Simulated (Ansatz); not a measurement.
# Pressure against volume: Cl

```cif
data_structure
_symmetry_space_group_name_H-M 'Fd-3m:1'
_symmetry_Int_Tables_number 227
_cell_length_a 6.4717
_cell_length_b 6.4717
_cell_length_c 6.4717
_cell_angle_alpha 90.000
_cell_angle_beta 90.000
_cell_angle_gamma 90.000
_cell_volume 271.05
loop_
_atom_site_label
_atom_site_type_symbol
_atom_site_symmetry_multiplicity
_atom_site_Wyckoff_symbol
_atom_site_fract_x
_atom_site_fract_y
_atom_site_fract_z
_atom_site_occupancy
Cl1 Cl 8 b 0.00000 0.00000 0.50000 1
```

The runs use the primitive cell with vectors (0.000, 3.236, 3.236), (3.236, 0.000, 3.236), (3.236, 3.236, 0.000) Å, to which the k mesh refers.

The structure is cubic, space group Fd-3m (No. 227). The conventional cell has a = 6.472 Å, b = 6.472 Å, c = 6.472 Å, α = 90.00°, β = 90.00°, γ = 90.00°. Cl (site symmetry -43m) has 4 Cl at 2.80 Å as nearest neighbours.

The structure comes from a relaxation in the same program, started in the diamond type, and has space group Fd-3m. Whether it is a known phase or the ground state wasn't checked.

All numbers are computed: DFT, PBE, all-electron LAPW, scalar-relativistic (Ansatz 0.2.0); DFT, PBE, PAW with Ansatz's default frozen-core files, scalar-relativistic (Ansatz 0.2.0).

For LAPW: a Γ-centred 14×14×14 k mesh, Fermi–Dirac smearing of 0.08 eV, basis error target 1 meV/atom, no spin polarisation. PAW takes a cutoff of 420 eV at this cell. The Ansatz runs share mesh, smearing and spin set-up. Plane-wave (PAW) pressures include the program's estimate of the Pulay term.

The cell above is scaled evenly, with fractional coordinates and shape held.

| V/V(cell) | V (Å³/atom) | P, LAPW (GPa) | P, PAW (GPa) | free energy over the lowest listed, PAW (meV/atom) |
| --- | --- | --- | --- | --- |
| 0.9500 | 32.188 | ? | ? | ? |
| 0.9750 | 33.035 | 0.48 | 0.48 | 1.3 |
| 1.0000 | 33.882 | 0.01 | 0.01 | 0.0 |
| 1.0250 | 34.729 | -0.39 | -0.39 | 1.0 |
| 1.0500 | 35.576 | -0.74 | -0.74 | 4.1 |

(1) Fill in the row V/V(cell) = 0.9500.

(2) What do Birch–Murnaghan fits to the pressures give?

Results:

(1) P, LAPW (GPa) = 1.03, P, PAW (GPa) = 1.03, free energy over the lowest listed, PAW (meV/atom) = 5.2.

(2) LAPW: V0 = 33.91 Å³/atom, B0 = 17 GPa, B0′ = 5.1; PAW: V0 = 33.90 Å³/atom, B0 = 17 GPa, B0′ = 5.1.
